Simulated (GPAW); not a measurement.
Runs of GPAW 26.7.0 on KBr. Symmetry: Fm-3m, No. 225, cubic system. Conventional cell: a = 6.600 Å, b = 6.600 Å, c = 6.600 Å, α = 90.00°, β = 90.00°, γ = 90.00°. Br (site symmetry m-3m) is surrounded by 6 K at 3.30 Å. Around K (site symmetry m-3m) lie 6 Br at 3.30 Å. 

```csv
task,level,potentials or basis,cell,k mesh,cutoff (eV),smearing,k mesh for the DOS,dos width,convergence,optimizer,fmax,grid spacing,gap on the mesh (eV),pressure (GPa)
density of states,SOGGA,"PAW data sets generated in the run's folder for this functional, fd",as given,7 × 7 × 7,-,fermi-dirac 0.05 eV,10 × 10 × 10,0.1 eV,-,-,-,0.16 Å,4.25,-
single point,TB-mBJ,"GPAW PAW data sets for LDA (gpaw-data 1.2.1), pw",as given,7 × 7 × 7,600,fermi-dirac 0.05 eV,-,-,-,-,-,-,6.99,-
relaxation of cell and atoms,OLYP+D3,"PAW data sets generated in the run's folder for this functional, pw",relaxed,7 × 7 × 7,600,fermi-dirac 0.05 eV,-,-,density=1e-05 forces=0.0001,LBFGS,0.02 eV/Å,-,(a),0.0
single point,PBE,"GPAW PAW data sets (gpaw-data 1.2.1), pw",as given,6 × 6 × 6,500,fermi-dirac 0.01 eV,-,-,-,-,-,-,4.44,(b)
single point,PBE,"GPAW PAW data sets (gpaw-data 1.2.1), pw",as given,7 × 7 × 7,600,fermi-dirac 0.05 eV,-,-,-,-,-,-,4.44,0.7
```

Alike in all rows: no spin polarisation.

Task: Fill in the values left out.

Result: (a) 4.95; (b) 0.6.

Caveats: an odd mesh through Γ misses points on the zone boundary, where band edges often lie (some runs); the real-space grid adds noise to forces (some runs); a model potential gives levels but no total energy (some runs); the PAW data sets were made with another functional, which shifts forces and pressure a little (some runs); later steps reuse the first step's grids (some runs); the cutoff is short for stress and forces, so pressures can be off by a GPa or more (some runs).

A k mesh can miss the band edges, and the runs leave out spin-orbit coupling on Br.
